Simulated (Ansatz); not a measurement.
**Bands of VO₂**

```
V O
1.0
     4.55460    0.00000    0.00000
     0.00000    4.55460    0.00000
     0.00000    0.00000    2.85280
V O
2 4
Direct
  0.00000 0.00000 0.00000
  0.50000 0.50000 0.50000
  0.30010 0.30010 0.00000
  0.19990 0.80010 0.50000
  0.69990 0.69990 0.00000
  0.80010 0.19990 0.50000
```

Atom numbers follow the list: V1, V2, O3, O4, O5, O6.

Structure: COD 1548819, as refined from experiment and not relaxed.

Semilocal functionals without U often leave such compounds metallic or with too small a gap, and the real magnetic order may differ.

The magnetic state is the one reached from the start moments; no search over orders was made, so it needn't be the ground state.

All numbers below come from DFT, PBE, all-electron LAPW, scalar-relativistic in Ansatz 0.2.0.

Settings: a Γ-centred 7×7×11 k mesh, Fermi–Dirac smearing of 0.08 eV, basis error target 0.5 meV/atom, spin-polarised from start moments V1 1.5, V2 1.5 μB, ending with a cell moment of 1.99 μB.

Points in fractions of the reciprocal vectors of this cell: Γ (0, 0, 0), X (0, 0.5, 0), M (0.5, 0.5, 0), Z (0, 0, 0.5), R (0, 0.5, 0.5), A (0.5, 0.5, 0.5). The path joins them by straight lines in the order Γ–X–M–Γ–Z–R–A–Z–X; legs that retrace an earlier one aren't tabulated. Energies are in eV from the Fermi level.

(1) Metal or insulator at this level of theory?

(2) Tabulate bands 34 to 41 of the spin-up channel, counted from the lowest band of the run, along the path.

Answers

(1) No gap opens: metallic or semimetallic.

(2) 
```tsv
k (1/Å)	point	band 34	band 35	band 36	band 37	band 38	band 39	band 40	band 41
0.00	Γ	-1.92	-1.92	-1.48	-1.00	-0.75	-0.36	-0.36	-0.27
0.17		-2.25	-2.10	-1.50	-0.88	-0.59	-0.28	-0.22	-0.12
0.34		-2.59	-2.33	-1.66	-0.65	-0.37	-0.08	0.05	0.21
0.52		-2.95	-2.36	-1.92	-0.44	-0.27	0.14	0.25	0.59
0.69	X	-3.25	-2.19	-2.19	-0.30	-0.30	0.28	0.28	0.97
0.86		-3.18	-2.34	-2.34	-0.37	-0.37	0.19	0.19	1.04
1.03		-3.02	-2.67	-2.67	-0.56	-0.56	-0.02	-0.02	1.20
1.21		-2.84	-2.83	-2.83	-0.82	-0.82	-0.24	-0.24	1.32
1.38	M	-2.76	-2.76	-2.76	-0.97	-0.97	-0.34	-0.34	1.37
1.62		-3.05	-2.74	-2.44	-0.96	-0.56	-0.34	-0.02	1.16
1.87		-2.87	-2.62	-1.86	-0.94	-0.35	-0.27	0.29	0.63
2.11		-2.34	-2.28	-1.51	-0.94	-0.45	-0.35	-0.01	0.02
2.35	Γ	-1.92	-1.92	-1.48	-1.00	-0.75	-0.36	-0.36	-0.27
2.63		-2.39	-2.39	-1.49	-0.54	-0.50	-0.44	-0.01	-0.01
2.91		-3.26	-3.26	-1.87	-0.51	-0.22	0.11	0.54	0.54
3.18		-3.19	-3.19	-2.85	-0.14	0.13	0.53	0.92	0.92
3.46	Z	-4.03	-3.12	-3.12	0.42	0.42	0.50	0.50	1.04
3.63		-3.86	-3.19	-3.19	0.25	0.25	0.50	0.50	1.11
3.80		-3.51	-3.26	-3.26	-0.14	-0.14	0.49	0.49	1.21
3.97		-3.66	-2.79	-2.79	-0.59	-0.59	0.49	0.49	1.29
4.15	R	-3.81	-2.50	-2.50	-0.84	-0.84	0.49	0.49	1.31
4.32		-3.55	-2.48	-2.48	-0.75	-0.75	0.49	0.49	1.24
4.49		-3.23	-2.39	-2.39	-0.51	-0.51	0.49	0.49	1.03
4.66		-3.03	-2.28	-2.28	-0.17	-0.17	0.49	0.49	0.71
4.84	A	-2.97	-2.22	-2.22	0.09	0.09	0.45	0.45	0.50
5.08		-3.02	-2.52	-2.24	-0.50	0.14	0.38	0.50	0.58
5.32		-3.26	-3.10	-2.73	-0.55	0.25	0.42	0.49	0.69
5.57		-3.59	-3.37	-3.10	-0.01	0.37	0.48	0.50	0.90
5.81	Z	-4.03	-3.12	-3.12	0.42	0.42	0.50	0.50	1.04
6.14		-3.27	-3.21	-2.74	-0.26	0.18	0.54	0.67	0.97
6.46		-3.15	-2.98	-1.94	-0.56	0.14	0.30	0.33	0.72
6.79		-3.36	-2.37	-1.95	-0.26	-0.12	0.28	0.32	0.61
7.11	X	-3.25	-2.19	-2.19	-0.30	-0.30	0.28	0.28	0.97
```
